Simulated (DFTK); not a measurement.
**Ta under changes of volume**

One of the cells (18.010 Å³/atom); the others are scaled copies at fixed shape and fractional positions:

```xyz
1
Lattice="-1.6513 1.6513 1.6513 1.6513 -1.6513 1.6513 1.6513 1.6513 -1.6513" Properties=species:S:1:pos:R:3 pbc="T T T"
Ta    0.0000    0.0000    0.0000
```

* Program: DFTK 0.8.2
* Functional: r2SCAN
* Potentials or basis: cp2k.nc.sr.pbe.v0_1.semicore.gth (PBE, GTH)
* Cutoff: 1878 eV
* k mesh: 7 × 7 × 7
* Occupations: fermi-dirac, width 0.05 eV
* Spin: no spin polarisation

```tsv
volume (Å³/atom)	energy over the lowest point (meV/atom)	pressure (GPa)
16.930	?	?
17.290	24.77	10.5
17.650	6.92	5.5
18.010	0.00	0.8
18.371	2.94	-3.3
18.731	14.79	-7.1
19.091	34.70	-10.5
```

Q: What does the run at 16.930 Å³/atom give?

A: Energy over the lowest point 54.74 meV/atom; pressure 16.2 GPa.

Worked out: A Birch-Murnaghan fit of order 3 (a polynomial in V^(-2/3)) to the other rows has its minimum at 18.08 Å³/atom with B0 = V·E''(V) = 216 GPa and B' = 4.1. It gives 54.70 meV/atom at 16.930 Å³/atom, against the run's 54.74, and -dE/dV = 16.2 GPa, against 16.2.

Energies are extrapolated to zero smearing.

Caveats: all runs use coarse meshes; GTH potentials come without recommended cutoffs, and this one wasn't checked for convergence; the potentials were made for another functional, which shifts forces and pressure.
